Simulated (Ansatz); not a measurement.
The cell is a 2-atom cell of AlP started from a crystallographic database; cell and atoms were relaxed with r2SCAN. It is cubic, F-43m (No. 216); a = 5.479 Å in the conventional setting, 20.55 Å³ an atom. Around Al lie 4 P at 2.37 Å; around P lie 4 Al at 2.37 Å.

```
Al P
1.0
     0.00000    2.73926    2.73926
     2.73926    0.00000    2.73926
     2.73926    2.73926    0.00000
Al P
1 1
Direct
  0.00000 0.00000 0.00000
  0.25000 0.25000 0.25000
```

3 runs of Ansatz on this cell differ in the functional (and in the settings that go with it). Levels are in eV from each run's valence top; v1 is the last filled band, c1 the first empty one.

Run A, mean stress -0.1 GPa (compression positive):

| point | v3 | v1 | c1 | c2 | c3 |
| --- | --- | --- | --- | --- | --- |
| Γ | 0.00 | 0.00 | 4.16 | 5.49 | 5.49 |
| X | -5.80 | -2.29 | 2.28 | 3.24 | 12.37 |
| U | -5.48 | -1.88 | 3.20 | 6.03 | 9.61 |
| L | -6.04 | -0.83 | 3.63 | 5.74 | 5.74 |

Run B, mean stress -2.1 GPa (compression positive):

| point | v3 | v1 | c1 | c2 | c3 |
| --- | --- | --- | --- | --- | --- |
| Γ | 0.00 | 0.00 | 3.02 | 4.46 | 4.46 |
| X | -5.32 | -2.09 | 1.47 | 2.33 | 10.79 |
| U | -5.04 | -1.73 | 2.31 | 4.98 | 8.31 |
| L | -5.53 | -0.76 | 2.62 | 4.73 | 4.73 |

Run C, mean stress +1.4 GPa (compression positive):

| point | v3 | v1 | c1 | c2 | c3 |
| --- | --- | --- | --- | --- | --- |
| Γ | 0.00 | 0.00 | 3.22 | 4.55 | 4.55 |
| X | -5.27 | -2.08 | 1.60 | 2.47 | 10.98 |
| U | -4.99 | -1.71 | 2.45 | 5.09 | 8.41 |
| L | -5.48 | -0.76 | 2.78 | 4.81 | 4.81 |

Q: Match the runs to LDA, PBE, HSE06.

A: A is HSE06, B is LDA, C is PBE. In order of the gap: LDA 1.47, PBE 1.60, HSE06 2.28 eV.

Calculated for a static, non-magnetic cell.

The program warns that its thresholds are loose for a hybrid's stress.

The meshes of the hybrids are coarse, so their gaps aren't converged to the digits shown.
